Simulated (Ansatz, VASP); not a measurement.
# One calculation of SnSe2, two programs

```
CELL_PARAMETERS angstrom
3.81100 0.00000 0.00000
-1.90550 3.30042 0.00000
0.00000 0.00000 6.13600
ATOMIC_POSITIONS crystal
Sn 0.99693 0.99596 0.99812
Se 0.66899 0.34235 0.74947
Se 0.33318 0.66846 0.25317
```

Change from the starting cell: atoms moved at random, drawn with an rms of 0.05 Å.

Alike in both runs: task single point; functional PBE; k mesh 8 × 8 × 5; occupations fermi-dirac, width 0.05 eV; no spin polarisation.

```csv
,VASP,Ansatz
version,VASP 6.6.1,Ansatz 0.2.0
potentials or method,"VASP PAW PBE potentials, release 64 (Sn_d, Se)",Ansatz PAW
plane-wave cutoff (eV),520,420
valence electrons in the cell,26,46
```

|  | VASP | Ansatz | Ansatz less VASP |
| --- | --- | --- | --- |
| gap on the k mesh at the Fermi level (eV) | 0.74 | 0.75 | +0.005 |
| least direct gap on the mesh (eV) | 1.09 | 1.10 | +0.011 |
| pressure (GPa) | 5.0 | 4.9 | -0.08 |
| largest component of the traceless stress (GPa) | 0.66 | 0.65 | -0.006 |
| rms of the force components (eV/Å) | 0.336 | 0.329 | -0.0071 |

Atom by atom the forces differ by 0.008 eV/Å (rms over components). With one functional, cell and mesh, what is left measures potentials, basis and numerics. The two sets of potentials don't hold the same shells in valence.

Caveats: spin-orbit coupling is left out, which moves the levels of the heavy elements; an odd mesh through Γ misses points on the zone boundary, where band edges often lie (VASP); odd divisions of the mesh miss points on the zone boundary, where band edges often lie, so the gap on the mesh can be too wide (Ansatz).
